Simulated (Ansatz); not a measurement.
# Ir(111) with 4 layers of random Ir-W, 2x2: scattering by chemical disorder

Wanted: resistance against the alloy's length, first Ir(111) with 4 layers of random Ir-W, 2x2.

Calculated with Ansatz 0.2.0; Ansatz plane-wave DFT, PBE, PAW files; ballistic transport by layer matching (Landauer), zero bias; PAW set soft_1.

## Step 1: The structure

The cell holds 40 atoms: 38 Ir and 2 W. Its edges and angles: a = 5.430 Å, b = 5.430 Å, c = 22.222 Å, α = 93.5°, β = 86.5°, γ = 120.0°. It derives from Ir. Regions: lead, 24 atoms (24 Ir); scattering region, 16 atoms (14 Ir and 2 W). The structure is stacked along c, and the current runs across the ab planes.

## Step 2: With 4 alloy layers

In 4 layers a share of 0.125 of the sites is given to W at random. The layers about the cell's end stay perfect and serve as the lead. Energies from -0.05 to 0.05 eV in steps of 0.05 eV are too few for the program's thermal sum, so it prints no conductance; for a metal the transmission near the Fermi level serves, at a fraction of the cost.

File input.yaml:

```yaml
crystal:
  lattice:
    - [5.4297315514, 0.0, 0.0]
    - [-2.7148657757, 4.7022854592, 0.0]
    - [1.3574328878, -0.7837142432, 22.1667862353]
  atoms:
    - { symbol: Ir, position: [0.9916666667, 0.0083333333, 0.05] }
    - { symbol: Ir, position: [0.9916666667, 0.5083333333, 0.05] }
    - { symbol: Ir, position: [0.4916666667, 0.0083333333, 0.05] }
    - { symbol: Ir, position: [0.4916666667, 0.5083333333, 0.05] }
    - { symbol: Ir, position: [0.1416666667, 0.3583333333, 0.15] }
    - { symbol: Ir, position: [0.1416666667, 0.8583333333, 0.15] }
    - { symbol: Ir, position: [0.6416666667, 0.3583333333, 0.15] }
    - { symbol: Ir, position: [0.6416666667, 0.8583333333, 0.15] }
    - { symbol: Ir, position: [0.2916666667, 0.2083333333, 0.25] }
    - { symbol: Ir, position: [0.2916666667, 0.7083333333, 0.25] }
    - { symbol: Ir, position: [0.7916666667, 0.2083333333, 0.25] }
    - { symbol: Ir, position: [0.7916666667, 0.7083333333, 0.25] }
    - { symbol: Ir, position: [0.9416666667, 0.0583333333, 0.35] }
    - { symbol: Ir, position: [0.9416666667, 0.5583333333, 0.35] }
    - { symbol: Ir, position: [0.4416666667, 0.0583333333, 0.35] }
    - { symbol: Ir, position: [0.4416666667, 0.5583333333, 0.35] }
    - { symbol: Ir, position: [0.0916666667, 0.4083333333, 0.45] }
    - { symbol: Ir, position: [0.0916666667, 0.9083333333, 0.45] }
    - { symbol: Ir, position: [0.5916666667, 0.4083333333, 0.45] }
    - { symbol: Ir, position: [0.5916666667, 0.9083333333, 0.45] }
    - { symbol: Ir, position: [0.2416666667, 0.2583333333, 0.55] }
    - { symbol: Ir, position: [0.2416666667, 0.7583333333, 0.55] }
    - { symbol: Ir, position: [0.7416666667, 0.2583333333, 0.55] }
    - { symbol: Ir, position: [0.7416666667, 0.7583333333, 0.55] }
    - { symbol: W, position: [0.8916666667, 0.1083333333, 0.65] }
    - { symbol: Ir, position: [0.8916666667, 0.6083333333, 0.65] }
    - { symbol: Ir, position: [0.3916666667, 0.1083333333, 0.65] }
    - { symbol: W, position: [0.3916666667, 0.6083333333, 0.65] }
    - { symbol: Ir, position: [0.0416666667, 0.4583333333, 0.75] }
    - { symbol: Ir, position: [0.0416666667, 0.9583333333, 0.75] }
    - { symbol: Ir, position: [0.5416666667, 0.4583333333, 0.75] }
    - { symbol: Ir, position: [0.5416666667, 0.9583333333, 0.75] }
    - { symbol: Ir, position: [0.1916666667, 0.3083333333, 0.85] }
    - { symbol: Ir, position: [0.1916666667, 0.8083333333, 0.85] }
    - { symbol: Ir, position: [0.6916666667, 0.3083333333, 0.85] }
    - { symbol: Ir, position: [0.6916666667, 0.8083333333, 0.85] }
    - { symbol: Ir, position: [0.8416666667, 0.1583333333, 0.95] }
    - { symbol: Ir, position: [0.8416666667, 0.6583333333, 0.95] }
    - { symbol: Ir, position: [0.3416666667, 0.1583333333, 0.95] }
    - { symbol: Ir, position: [0.3416666667, 0.6583333333, 0.95] }
kpoints:
  mp_grid: { grid: [5, 5, 1] }
hamiltonian:
  xc: pbe
  pseudopotentials: { kind: paw, azcp: { folder: soft_1 } }
scf:
  occupations: { method: fermi_dirac, width: 0.1 }
output:
  transmission:
    leads: [[0, 4]]
    kmesh: [10, 10]
    e_range: [-0.05, 0.05]
    de: 0.05
  write_potential: true
  write_density: true
  volumetric_format: npy
```

On the command line:

```
$ ansatz run input.yaml --threads 4 --pin off --max-ram 15360MiB --backend cpu --events-out ev --progress --plain --runs-dir out
```

Numbers of over 12 decimals in the logs are rounded to 6 here.

What it wrote:

```text
Engine: ansatz 0.2.0, aarch64-unknown-linux-gnu
Pseudopotentials: kind: paw
Pseudopotential: Ir, paw, valence charge 17, recommended cutoff 420 eV (normal), soft_1/Ir.paw.azcp
Pseudopotential: W, paw, valence charge 14, recommended cutoff 420 eV (normal), soft_1/W.paw.azcp
Functional definition: PBE
  parameter kappa = 0.804
  parameter beta = 0.066725
  exchange = pbe_x(kappa = kappa, mu = beta*pi^2/3)
  correlation = pbe_c(beta = beta)
Crystal: 40 atoms, lattice volume = 565.966 Å³
Basis set: ecut = 420 eV, 11009 PW (Γ)
Bands: 405, of which v1, the nominal top of the filled ones, is band 337 counted from 1 (336 counted from 0)
Symmetry: 8 space group operations
Space group: P2/m (ITA 10), of the structure as read, at distance tolerance 8.3e-5 Å
k-points: 9 of 25
Non-local potential: Ir, projectors of the file, l = 0: 3, l = 1: 2, l = 2: 2, l = 3: 1
Non-local potential: W, projectors of the file, l = 0: 3, l = 1: 2, l = 2: 2, l = 3: 1
PAW form: soft (Blöchl's): semilocal exchange-correlation on the pseudo side does not see the compensation charge
PAW one-centre angular grid: Ir, 590 points (default); XC on 64 Gauss nodes
PAW one-centre angular grid: W, 590 points (default); XC on 64 Gauss nodes
Initial density: superposition of atomic densities (chi_scale 0.1, normalization cell, long waves 12 % of neutral atoms (reshape's long-wave potential 1.12 eV rms, cloud 3.03 Å wide))
Initial wavefunctions: pseudopotential atomic-orbital guess
Functional: x = pbe(κ = 0.804, μ = 0.219515), c = pbe(β = 0.066725)
SCF iter   1: F=—  HF=-474391.852561 eV  |F-HF|=—  |Δ(HF+E_count)|=         —  Δρ=9.90e-2  dr2=2.31e3  ethr=3.10e-3  ⟨swp⟩=5.0  Hψ=11600  notcnv=0  defer=61
preconditioner: auto → Kerker (q_TF=auto, 2.809 Å⁻¹)  [metal: Δε(μ)=0.020 eV  Ē_g=7.209 eV  σ=0.100 eV  W_gap=0.05  n_scr=228 (ndim 8)  ℏωp=29.4 eV  f_vac=0.000  D(μ)=40.07/eV (n_scr^D=432)]
SCF iter   2: F=—  HF=-474380.799797 eV  |F-HF|=—  |Δ(HF+E_count)|=    1.11e1  Δρ=5.64e-2  dr2=9.05e2  ethr=3.10e-3  ⟨swp⟩=2.0  Hψ=4431  notcnv=0  defer=200
SCF iter   3: F=—  HF=-474373.861288 eV  |F-HF|=—  |Δ(HF+E_count)|=    6.94e0  Δρ=1.12e-2  dr2=3.32e1  ethr=3.10e-3  ⟨swp⟩=3.4  Hψ=9247  notcnv=0  defer=201
SCF iter   4: F=—  HF=-474373.326627 eV  |F-HF|=—  |Δ(HF+E_count)|=   5.35e-1  Δρ=4.05e-3  dr2=3.72e0  ethr=3.10e-3  ⟨swp⟩=1.6  Hψ=3615  notcnv=0  defer=198
SCF iter   5: F=—  HF=-474373.256843 eV  |F-HF|=—  |Δ(HF+E_count)|=   6.98e-2  Δρ=1.26e-3  dr2=1.80e-1  ethr=5.53e-4  ⟨swp⟩=1.2  Hψ=3616  notcnv=0  defer=197
SCF iter   6: F=—  HF=-474373.253133 eV  |F-HF|=—  |Δ(HF+E_count)|=   3.71e-3  Δρ=2.15e-4  dr2=8.44e-4  ethr=2.67e-5  ⟨swp⟩=1.7  Hψ=3896  notcnv=0  defer=182
SCF iter   7: F=—  HF=-474373.253161 eV  |F-HF|=—  |Δ(HF+E_count)|=   2.88e-5  Δρ=4.71e-5  dr2=1.00e-4  ethr=1.25e-7  ⟨swp⟩=2.1  Hψ=4864  notcnv=0  defer=182
SCF iter   8: F=—  HF=-474373.253112 eV  |F-HF|=—  |Δ(HF+E_count)|=   4.99e-5  Δρ=1.15e-5  dr2=2.39e-6  ethr=1.49e-8  ⟨swp⟩=1.0  Hψ=3463  notcnv=0  defer=182
SCF iter   9: F=—  HF=-474373.253482 eV  |F-HF|=—  |Δ(HF+E_count)|=   3.70e-4  Δρ=2.45e-6  dr2=4.38e-7  ethr=3.55e-10  ⟨swp⟩=2.0  Hψ=4429  notcnv=0  defer=182
SCF iter  10: F=-474373.253482 eV  HF=-474373.253482 eV  |F-HF|=2.01e-8  |Δ(HF+E_count)|=   1.34e-8  Δρ=6.93e-7  dr2=2.16e-8  ethr=1.48e-11  ⟨swp⟩=8.0  Hψ=8829  notcnv=0
SCF 1 converged in 10 iterations: F = -474373.253482 eV  dr2 = 2.16e-8
  greatest PAW one-centre occupation: 1.000 electrons in one spin orbital (limit 2), on the Ir atom at site 26 (counted from 0), in its partial waves of l = 0
transmission: 124 of 1240 steps passed
transmission: 248 of 1240 steps passed
[...]
transmission: 1240 of 1240 steps passed
SCF converged after 10 iterations
Free energy (F): -474373.253482 eV
Harris-Foulkes:  -474373.253482 eV  (|F-HF|=2.01e-8)
Internal energy: -474372.141731 eV  (E = F + TS)
E sigma→0 (E₀):  -474372.697606 eV
Entropy (-TS):   -1.111750 eV (-27.794 meV/atom)
Fermi energy:    25.796270 eV
--- Per-component energies (eV) ---
  E_band       = -3241.327946
  E_kinetic    = 21392.195089
  E_local      = -43146.572347  (includes V_loc(G=0)·N_el)
  E_nonlocal   = 7164.591743
  E_hartree    = 16286.707014
  E_xc         = -9302.142764
  E_vxc        = -10240.970615  (∫ρ·V_xc dr)
  E_paw        = -369232.468377  (= ΣΔE_a)
  E_vpaw       = -10984.002250  (= ΣTr[D̂ρ^β])
  E_aug_tail   = 0.013283  (compensation charges beyond the density's cutoff)
  E_ewald      = -97534.465373
  E_smearing   = -1.111750  (= −TS)
  E_closure    = 0.000000  (closes the sum)
  Σ components = -474373.253482   (vs F -474373.253482, Δ=0.00e0)
--- Band table (eV; the first three rows and the last of 9) ---
  k-point 0: bands = [... 333 lower, 26.5275, 26.6779, 26.6859, 26.6869, 26.6871, 26.6895, 26.7221, 26.7233, ... 64 higher]
  k-point 1: bands = [... 333 lower, 26.0723, 26.1109, 26.1244, 26.1244, 26.1529, 26.2428, 26.2528, 26.2808, ... 64 higher]
  k-point 2: bands = [... 333 lower, 25.1427, 25.2554, 25.2706, 25.3171, 25.3527, 25.4831, 25.4848, 25.5199, ... 64 higher]
  k-point 8: bands = [... 333 lower, 25.0950, 25.1165, 25.1194, 25.2411, 25.2833, 25.3075, 25.4690, 25.5159, ... 64 higher]
--- Transmission ---
  basis      : 223 plane waves across, 40 finite elements along
  points     : 31, standing for a mesh of 10 x 10
  energies   : 3 from -0.050000 to 0.050000 eV about the Fermi level, 0.050000 eV apart; the leads are filled to 0.000000 eV, and channels, transmission and decay are at 0.000000 eV
  crystal 0  : Ir4, at the sites [0, 4], period 2.2167 Å, over 19.95 Å; its Hamiltonian steps by up to 2.2 meV
    offset         : up to 0.0000 Å between an atom of the period and one for which it stands
    channels       : 5.780000e0 a spin
    conductance    : none, the energies end too early or step too widely for 300 K: set another output.transmission.e_range or a lower de, or, where they end at an eighth of basis.ecutwfc, a higher one
  junction   : crystal 0 to crystal 0, 3.74 to 23.69 Å
    transmission   : 3.398322e0 a spin
    conductance    : none, the energies end too early or step too widely for 300 K: set another output.transmission.e_range or a lower de, or, where they end at an eighth of basis.ecutwfc, a higher one
```

The job ended after 3.7 min (4 threads of Arm Neoverse V1, shared host; peak memory 4.4 GiB; 14 min of CPU time).

Numbers from this step:

- free energy: -474373.2535 eV
- energy at zero smearing: -474372.6976 eV
- Fermi energy: 25.80 eV
- cell area: 25.53 Å²
- transmission per spin nearest the Fermi level: 3.398
- open channels per spin nearest the Fermi level: 5.78
- step of the lead's potential: 2.2 meV

Per spin. The transmission, zone mean by energy, zero at the Fermi level:

```tsv
energy (eV)	transmission, zone mean
-0.0500	3.49
0.0000	3.40
0.0500	3.43
```

Per spin. Table of open channels, zone mean, lead by energy, zero at the Fermi level:

```tsv
energy (eV)	open channels, zone mean, lead
-0.0500	5.9
0.0000	5.78
0.0500	6.26
```

Transmission over k1 and k2. At 0.0000 eV from the Fermi level.

Ten even steps from '_' (2.12) to '@' (5.73):
```
::::......----==..==
::..::++++::::____..
::..++--::--++::__==
==..++::@@@@::++::--
==--::--@@@@@@--::--
==--::++::@@@@::++..
::==__::++--::--++..
::..____::::++++::..
::==..==----......::
::::::::======::::::
```
Columns: k1 (b1) from -0.5 to 0.4; rows upwards: k2 (b2) from -0.5 to 0.4.

Open channels over k1 and k2. At 0.0000 eV from the Fermi level.

Ten even steps from '0' (4.00) to '9' (8.00):
```
5520255555
2257752255
2072227025
5272992725
5552999255
5527299272
2520722270
2552257752
5555552025
5522555225
```
Columns: k1 (b1) from -0.5 to 0.4; rows upwards: k2 (b2) from -0.5 to 0.4.

Over the solved energies the transmission per spin lies between 3.40 and 3.49, out of 5.98 channels of the lead on average (up to 6.26).

## Step 3: With 8 alloy layers

In 8 layers a share of 0.125 of the sites is given to W at random. A fresh draw is used; the growth of the resistance with length is what counts.

System of this step: Ir(111) with 8 layers of random Ir-W, 2x2. The cell holds 56 atoms: 52 Ir and 4 W. Cell: a = 5.430 Å, b = 5.430 Å, c = 31.073 Å, α = 87.5°, β = 92.5°, γ = 120.0°. It derives from Ir. Regions: lead, 24 atoms (24 Ir); scattering region, 32 atoms (28 Ir and 4 W). The structure is stacked along c, and the current runs across the ab planes.

File input.yaml:

```yaml
crystal:
  lattice:
    - [5.4297315514, 0.0, 0.0]
    - [-2.7148657757, 4.7022854592, 0.0]
    - [-1.3574328878, 0.7837142432, 31.0335007294]
  atoms:
    - { symbol: Ir, position: [0.005952381, 0.994047619, 0.0357142857] }
    - { symbol: Ir, position: [0.005952381, 0.494047619, 0.0357142857] }
    - { symbol: Ir, position: [0.505952381, 0.994047619, 0.0357142857] }
    - { symbol: Ir, position: [0.505952381, 0.494047619, 0.0357142857] }
    - { symbol: Ir, position: [0.1845238095, 0.3154761905, 0.1071428571] }
    - { symbol: Ir, position: [0.1845238095, 0.8154761905, 0.1071428571] }
    - { symbol: Ir, position: [0.6845238095, 0.3154761905, 0.1071428571] }
    - { symbol: Ir, position: [0.6845238095, 0.8154761905, 0.1071428571] }
    - { symbol: Ir, position: [0.3630952381, 0.1369047619, 0.1785714286] }
    - { symbol: Ir, position: [0.3630952381, 0.6369047619, 0.1785714286] }
    - { symbol: Ir, position: [0.8630952381, 0.1369047619, 0.1785714286] }
    - { symbol: Ir, position: [0.8630952381, 0.6369047619, 0.1785714286] }
    - { symbol: Ir, position: [0.0416666667, 0.9583333333, 0.25] }
    - { symbol: Ir, position: [0.0416666667, 0.4583333333, 0.25] }
    - { symbol: W, position: [0.5416666667, 0.9583333333, 0.25] }
    - { symbol: Ir, position: [0.5416666667, 0.4583333333, 0.25] }
    - { symbol: Ir, position: [0.2202380952, 0.2797619048, 0.3214285714] }
    - { symbol: Ir, position: [0.2202380952, 0.7797619048, 0.3214285714] }
    - { symbol: Ir, position: [0.7202380952, 0.2797619048, 0.3214285714] }
    - { symbol: Ir, position: [0.7202380952, 0.7797619048, 0.3214285714] }
    - { symbol: Ir, position: [0.3988095238, 0.1011904762, 0.3928571429] }
    - { symbol: Ir, position: [0.3988095238, 0.6011904762, 0.3928571429] }
    - { symbol: Ir, position: [0.8988095238, 0.1011904762, 0.3928571429] }
    - { symbol: Ir, position: [0.8988095238, 0.6011904762, 0.3928571429] }
    - { symbol: Ir, position: [0.0773809524, 0.9226190476, 0.4642857143] }
    - { symbol: Ir, position: [0.0773809524, 0.4226190476, 0.4642857143] }
    - { symbol: Ir, position: [0.5773809524, 0.9226190476, 0.4642857143] }
    - { symbol: Ir, position: [0.5773809524, 0.4226190476, 0.4642857143] }
    - { symbol: W, position: [0.255952381, 0.244047619, 0.5357142857] }
    - { symbol: Ir, position: [0.255952381, 0.744047619, 0.5357142857] }
    - { symbol: Ir, position: [0.755952381, 0.244047619, 0.5357142857] }
    - { symbol: Ir, position: [0.755952381, 0.744047619, 0.5357142857] }
    - { symbol: Ir, position: [0.4345238095, 0.0654761905, 0.6071428571] }
    - { symbol: Ir, position: [0.4345238095, 0.5654761905, 0.6071428571] }
    - { symbol: Ir, position: [0.9345238095, 0.0654761905, 0.6071428571] }
    - { symbol: Ir, position: [0.9345238095, 0.5654761905, 0.6071428571] }
    - { symbol: Ir, position: [0.1130952381, 0.8869047619, 0.6785714286] }
    - { symbol: Ir, position: [0.1130952381, 0.3869047619, 0.6785714286] }
    - { symbol: W, position: [0.6130952381, 0.8869047619, 0.6785714286] }
    - { symbol: Ir, position: [0.6130952381, 0.3869047619, 0.6785714286] }
    - { symbol: Ir, position: [0.2916666667, 0.2083333333, 0.75] }
    - { symbol: Ir, position: [0.2916666667, 0.7083333333, 0.75] }
    - { symbol: Ir, position: [0.7916666667, 0.2083333333, 0.75] }
    - { symbol: W, position: [0.7916666667, 0.7083333333, 0.75] }
    - { symbol: Ir, position: [0.4702380952, 0.0297619048, 0.8214285714] }
    - { symbol: Ir, position: [0.4702380952, 0.5297619048, 0.8214285714] }
    - { symbol: Ir, position: [0.9702380952, 0.0297619048, 0.8214285714] }
    - { symbol: Ir, position: [0.9702380952, 0.5297619048, 0.8214285714] }
    - { symbol: Ir, position: [0.1488095238, 0.8511904762, 0.8928571429] }
    - { symbol: Ir, position: [0.1488095238, 0.3511904762, 0.8928571429] }
    - { symbol: Ir, position: [0.6488095238, 0.8511904762, 0.8928571429] }
    - { symbol: Ir, position: [0.6488095238, 0.3511904762, 0.8928571429] }
    - { symbol: Ir, position: [0.3273809524, 0.1726190476, 0.9642857143] }
    - { symbol: Ir, position: [0.3273809524, 0.6726190476, 0.9642857143] }
    - { symbol: Ir, position: [0.8273809524, 0.1726190476, 0.9642857143] }
    - { symbol: Ir, position: [0.8273809524, 0.6726190476, 0.9642857143] }
kpoints:
  mp_grid: { grid: [5, 5, 1] }
hamiltonian:
  xc: pbe
  pseudopotentials: { kind: paw, azcp: { folder: soft_1 } }
scf:
  occupations: { method: fermi_dirac, width: 0.1 }
output:
  transmission:
    leads: [[0, 4]]
    kmesh: [10, 10]
    e_range: [-0.05, 0.05]
    de: 0.05
  write_potential: true
  write_density: true
  volumetric_format: npy
```

What it wrote:

```text
[...]
Crystal: 56 atoms, lattice volume = 792.352 Å³
Basis set: ecut = 420 eV, 15385 PW (Γ)
Bands: 564, of which v1, the nominal top of the filled ones, is band 470 counted from 1 (469 counted from 0)
Symmetry: 2 space group operations
[...]
k-points: 9 of 25 (time reversal used)
[...]
SCF iter   1: F=—  HF=-662280.489499 eV  |F-HF|=—  |Δ(HF+E_count)|=         —  Δρ=8.10e-2  dr2=3.01e3  ethr=3.10e-3  ⟨swp⟩=5.0  Hψ=15298  notcnv=0  defer=128
[...]
SCF iter  11: F=-662263.178564 eV  HF=-662263.178564 eV  |F-HF|=9.43e-9  |Δ(HF+E_count)|=   7.45e-9  Δρ=2.63e-7  dr2=9.42e-9  ethr=1.06e-11  ⟨swp⟩=8.0  Hψ=10215  notcnv=0
SCF 1 converged in 11 iterations: F = -662263.178564 eV  dr2 = 9.42e-9
[...]
transmission: 175 of 1736 steps passed
transmission: 349 of 1736 steps passed
[...]
transmission: 1736 of 1736 steps passed
SCF converged after 11 iterations
Free energy (F): -662263.178564 eV
[...]
Internal energy: -662261.719042 eV  (E = F + TS)
E sigma→0 (E₀):  -662262.448803 eV
Entropy (-TS):   -1.459522 eV (-26.063 meV/atom)
Fermi energy:    25.808340 eV
[...]
--- Band table (eV; the first three rows and the last of 9) ---
  k-point 0: bands = [... 466 lower, 26.6751, 26.6948, 26.7070, 26.7076, 26.7079, 26.7240, 26.7254, 26.7470, ... 90 higher]
  k-point 1: bands = [... 466 lower, 26.1236, 26.1497, 26.1694, 26.1835, 26.1930, 26.2077, 26.2233, 26.2505, ... 90 higher]
  k-point 2: bands = [... 466 lower, 25.2092, 25.2442, 25.2728, 25.3175, 25.3444, 25.4408, 25.4581, 25.4945, ... 90 higher]
  k-point 8: bands = [... 466 lower, 25.1541, 25.2470, 25.2579, 25.3188, 25.3630, 25.4225, 25.4475, 25.5577, ... 90 higher]
--- Transmission ---
  basis      : 223 plane waves across, 56 finite elements along
  points     : 31, standing for a mesh of 10 x 10
[...]
channels       : 5.900000e0 a spin
[...]
junction   : crystal 0 to crystal 0, 0.70 to 29.51 Å
    transmission   : 2.957171e0 a spin
[...]
```

Wall time 9.2 min (4 threads); peak memory 8.1 GiB; 35 min of CPU time.

This step gave:

```
free energy                                    : -662263.1786 eV
energy at zero smearing                        : -662262.4488 eV
Fermi energy                                   : 25.81 eV
transmission per spin nearest the Fermi level  : 2.957
open channels per spin nearest the Fermi level : 5.9
step of the lead's potential                   : 53.4 meV
```

Per spin. The transmission, zone mean by energy, zero at the Fermi level:

```tsv
energy (eV)	transmission, zone mean
-0.0500	3.04
0.0000	2.96
0.0500	2.95
```

Over the solved energies the transmission per spin lies between 2.95 and 3.04, out of 6.02 channels of the lead on average (up to 6.26). The log calls the step of a lead's potential too much.

(Part 1 of 2 ends here.)

[Logs are printed without paths, hosts, clocks, repeated set-up lines and the standing remarks that a program may print on its own settings, such as how far it seeks lower states.]

[Hosts, paths, dates, database ids (printed as entryN), source tags and the programs' standing remarks are cut or masked in the printed files.]
